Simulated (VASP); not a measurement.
# A VASP 6.6.1 single-point calculation on LiCl

INCAR

```
ISMEAR = -1
PREC = Accurate
EDIFF = 1E-7
LREAL = .FALSE.
NELM = 60
NBANDS = 12
LWAVE = .FALSE.
LASPH = .TRUE.
ISIF = 2
IBRION = -1
ENCUT = 520
NSW = 0
ALGO = Normal
SIGMA = 0.02
METAGGA = R2SCAN
LCHARG = .FALSE.
```

KPOINTS

```
KPOINTS created by Atomic Simulation Environment
0
Gamma
6 6 6
0 0 0
```

POSCAR

```
Li Cl
 1.0000000000000000
     0.0427000000000000    2.7218000000000000    2.7012000000000000
     2.8047000000000000   -0.0105000000000000    2.7545000000000002
     2.7522000000000002    2.7225999999999999    0.0420000000000000
 Li  Cl
   1   1
Cartesian
  2.8401195900000000  2.6966330500000000  5.4320617900000006
  1.4341014500000000  1.3433510100000001  1.4056248099999999
```

The recommended PBE PAW datasets give the neutral cell 10 valence electrons.

Command

```
mpirun -np 1 vasp_std
```

How does this run end, and what does it give?

It converged. Results: gap between bands v and c on the k mesh 6.72 eV; least direct gap on the k mesh 6.72 eV; pressure -0.1 GPa; largest force 0.14 eV/Å. Band v is the last that the valence electrons fill when counted band by band, and c is the next.

OSZICAR

```
N       E                     dE             d eps       ncg     rms          rms(c)
DAV:   1     0.384956460760E+02    0.38496E+02   -0.40580E+03  2688   0.768E+02
DAV:   2    -0.113350287671E+02   -0.49831E+02   -0.47838E+02  3312   0.149E+02
DAV:   3    -0.145401094733E+02   -0.32051E+01   -0.31932E+01  3664   0.395E+01
DAV:   4    -0.146630449324E+02   -0.12294E+00   -0.12290E+00  3996   0.755E+00
DAV:   5    -0.146641937055E+02   -0.11488E-02   -0.11488E-02  3628   0.732E-01    0.244E+00
DAV:   6    -0.125617587842E+02    0.21024E+01   -0.45578E-01  3392   0.496E+00    0.240E+00
DAV:   7    -0.125650819128E+02   -0.33231E-02   -0.18682E-01  3232   0.235E+00    0.107E+00
DAV:   8    -0.125668460517E+02   -0.17641E-02   -0.17831E-02  3512   0.690E-01    0.493E-01
DAV:   9    -0.125696377639E+02   -0.27917E-02   -0.52210E-03  2796   0.544E-01    0.125E-01
DAV:  10    -0.125697359598E+02   -0.98196E-04   -0.16473E-04  4100   0.978E-02    0.391E-02
DAV:  11    -0.125697669838E+02   -0.31024E-04   -0.12260E-04  3168   0.670E-02    0.190E-02
DAV:  12    -0.125697720993E+02   -0.51155E-05   -0.47115E-06  3624   0.177E-02    0.310E-03
DAV:  13    -0.125697710826E+02    0.10167E-05   -0.29406E-07  3552   0.545E-03    0.611E-04
DAV:  14    -0.125697704313E+02    0.65125E-06   -0.39546E-08  2312   0.189E-03    0.467E-04
DAV:  15    -0.125697700395E+02    0.39186E-06   -0.76735E-08  2636   0.260E-03    0.505E-04
DAV:  16    -0.125697700176E+02    0.21839E-07   -0.89569E-09  1556   0.901E-04
   1 F= -.12569770E+02 E0= -.12569770E+02  d E =-.809842E-11
```

For comparison, a separate r²SCAN run of the intended cell, on usual settings and not on those above, gives a gap of 6.72 eV on its mesh and a pressure of -0.1 GPa.
